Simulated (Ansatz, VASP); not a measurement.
W in VASP and in Ansatz

```
CELL_PARAMETERS angstrom
-1.56747 1.56747 1.56747
1.56747 -1.56747 1.56747
1.56747 1.56747 -1.56747
ATOMIC_POSITIONS crystal
W 0.00000 0.00000 0.00000
```

Alike in both runs: task relaxation of cell and atoms; functional LDA; k mesh 16 × 16 × 16; occupations fermi-dirac, width 0.15 eV; no spin polarisation.

```csv
,VASP,Ansatz
version,VASP 6.6.1,Ansatz 0.2.0
potentials or method,"VASP PAW LDA potentials, release 64 (W_sv)","scalar-relativistic, plane waves, PAW"
plane-wave cutoff (eV),600,420
valence electrons in the cell,14,14
```

```csv
,VASP,Ansatz,Ansatz less VASP
"gap on the k mesh at the Fermi level, each at its own relaxed structure (eV)",none,none,-
relaxed volume (Å³/atom),15.50,15.41,-0.088
relaxed cell length with the largest relative difference (Å),2.721,2.715,-0.0052
```

A gap of «none» marks a metal or a gap that the smearing closes. Ansatz warned: «pseudo_functional_mismatch».

The runs have no spin-orbit coupling, so splittings on W are missing.
